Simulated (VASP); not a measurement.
## A VASP 6.6.1 single-point calculation on ZnS

INCAR

```
IBRION = -1
METAGGA = R2SCAN
ISIF = 2
EDIFF = 1E-7
NSW = 0
ISMEAR = 0
PREC = Accurate
LWAVE = .FALSE.
LREAL = .FALSE.
NBANDS = 16
LCHARG = .FALSE.
ENCUT = 520
NELM = 120
ALGO = Normal
SIGMA = 0.01
LASPH = .TRUE.
```

KPOINTS

```
KPOINTS created by Atomic Simulation Environment
0
Monkhorst-Pack
8 8 8
0 0 0
```

POSCAR

```
Zn S
 1.0000000000000000
     0.0000000000000000    2.6940858315445904    2.6940858315445904
     2.6940858315445904    0.0000000000000000    2.6940858315445904
     2.6940858315445904    2.6940858315445904    0.0000000000000000
 Zn  S
   1   1
Cartesian
  0.0000000000000000  0.0000000000000000  0.0000000000000000
  1.3470429157722950  1.3470429157722950  1.3470429157722950
```

The recommended PBE PAW datasets give the neutral cell 18 valence electrons.

Command

```
mpirun -np 1 vasp_std
```

How does this run end, and what does it give?

It converged. Results: gap between bands v and c on the k mesh 3.03 eV; least direct gap on the k mesh 3.03 eV; pressure 0.1 GPa. Band v is the last that the valence electrons fill when counted band by band, and c is the next.

OSZICAR

```
N       E                     dE             d eps       ncg     rms          rms(c)
DAV:   1     0.750274412357E+02    0.75027E+02   -0.90553E+03  1928   0.137E+03
DAV:   2    -0.159985585990E+02   -0.91026E+02   -0.85042E+02  2144   0.265E+02
DAV:   3    -0.218789627970E+02   -0.58804E+01   -0.58536E+01  2464   0.665E+01
DAV:   4    -0.219369540827E+02   -0.57991E-01   -0.57981E-01  2288   0.675E+00
DAV:   5    -0.219375582077E+02   -0.60413E-03   -0.60412E-03  2552   0.660E-01    0.723E+00
DAV:   6    -0.188797784428E+02    0.30578E+01   -0.14575E+00  2040   0.375E+01    0.643E+00
DAV:   7    -0.188492775850E+02    0.30501E-01   -0.42524E-01  2416   0.105E+01    0.374E+00
DAV:   8    -0.188647560809E+02   -0.15478E-01   -0.32099E-02  2568   0.170E+00    0.118E+00
DAV:   9    -0.188662603717E+02   -0.15043E-02   -0.31860E-03  2376   0.130E+00    0.108E-01
DAV:  10    -0.188663782035E+02   -0.11783E-03   -0.86791E-04  2376   0.310E-01    0.734E-02
DAV:  11    -0.188664134440E+02   -0.35241E-04   -0.22712E-04  2568   0.400E-01    0.422E-02
DAV:  12    -0.188664213812E+02   -0.79372E-05   -0.80863E-05  2296   0.232E-01    0.109E-02
DAV:  13    -0.188664217991E+02   -0.41792E-06   -0.57428E-06  2544   0.354E-02    0.590E-03
DAV:  14    -0.188664258017E+02   -0.40025E-05   -0.70855E-07  2840   0.116E-02    0.198E-03
DAV:  15    -0.188664261350E+02   -0.33327E-06   -0.82047E-08  1120   0.500E-03    0.966E-04
DAV:  16    -0.188664262770E+02   -0.14201E-06   -0.39313E-08   976   0.173E-03    0.827E-04
DAV:  17    -0.188664263989E+02   -0.12194E-06   -0.57659E-09   984   0.862E-04    0.258E-04
DAV:  18    -0.188664263669E+02    0.31966E-07   -0.18458E-09   976   0.106E-03
   1 F= -.18866426E+02 E0= -.18866426E+02  d E =-.158854E-53
```

Standard output (part)

```
POSCAR found type information on POSCAR ZnS
 POSCAR found :  2 types and       2 ions
 LDA part: xc-table for (None), standard interpolation
 POSCAR, INCAR and KPOINTS ok, starting setup
 WAVECAR not read
 entering main loop
```

The shifted mesh misses Γ, so a band edge there is missed.

For comparison, a separate r²SCAN run of the intended cell, on usual settings and not on those above, gives a gap of 2.72 eV on its mesh and a pressure of 0.1 GPa.
